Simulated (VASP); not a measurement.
YN:

```xyz
2
Lattice="0.0000 2.4385 2.4385 2.4385 0.0000 2.4385 2.4385 2.4385 0.0000" Properties=species:S:1:pos:R:3 pbc="T T T"
Y     0.0000    0.0000    0.0000
N     2.4385    2.4385    2.4385
```

Base run:

```yaml
Program: VASP 6.6.1
Functional: PBE
Potentials_or_basis: VASP PAW PBE potentials, release 64 (Y_sv_GW, N_GW)
Cutoff: 550 eV
k_mesh: 9 × 9 × 9
Occupations: gaussian, width 0.02 eV
Spin: no spin polarisation
```

Its results: band gap on the k mesh 0.24 eV, indirect (least direct gap 0.64 eV).

After a change of settings the same cell gave: band gap on the k mesh 0.10 eV, indirect (least direct gap 0.49 eV). Which change was it?
A. cutoff from 550 eV to 500 eV; k mesh from 9 × 9 × 9 to 5 × 5 × 5
B. cutoff from 550 eV to 450 eV; k mesh from 9 × 9 × 9 to 4 × 4 × 4
C. cutoff from 550 eV to 450 eV; k mesh from 9 × 9 × 9 to 5 × 5 × 5; further incar settings from ALGO = Fast; EDIFF = 1e-06; NBANDS = 15 to ALGO = Fast; EDIFF = 1e-07
D. cutoff from 550 eV to 450 eV; k mesh from 9 × 9 × 9 to 5 × 5 × 5; further incar settings from ALGO = Fast; EDIFF = 1e-06; NBANDS = 15 to ALGO = Normal; EDIFF = 1e-07

B.

Caveats: some runs use coarse meshes; an odd mesh through Γ misses points on the zone boundary, where band edges often lie (some runs).

Not every run made on this cell is shown here.
